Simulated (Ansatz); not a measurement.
Take a crystal in which Sn has been replaced by C on all its sites, with the cell rescaled by a rough guess (in some cases also distorted within its space group) and nothing relaxed:

```yaml
crystal:
  lattice:
    - [-1.19196, 1.19196, 2.31209]
    - [1.19196, -1.19196, 2.31209]
    - [1.19196, 1.19196, -2.31209]
  atoms:
    - { symbol: C, position: [0.00000, 0.00000, 0.00000] }
```

All numbers below come from Ansatz 0.2.0, DFT PBEsol, scalar-relativistic, plane waves, PAW.

Cutoff 420 eV; k points 24×24×24 on the computed 1-atom cell (Γ-centred); Gaussian smearing, width 0.10 eV; no spin polarisation.

What pressure does the cell carry?

The pressure is -35.7 GPa (positive in compression), so the cell would contract.

Is it a metal on this mesh?

Yes, a band crosses the Fermi level.

This form isn't the element's structure at ambient conditions.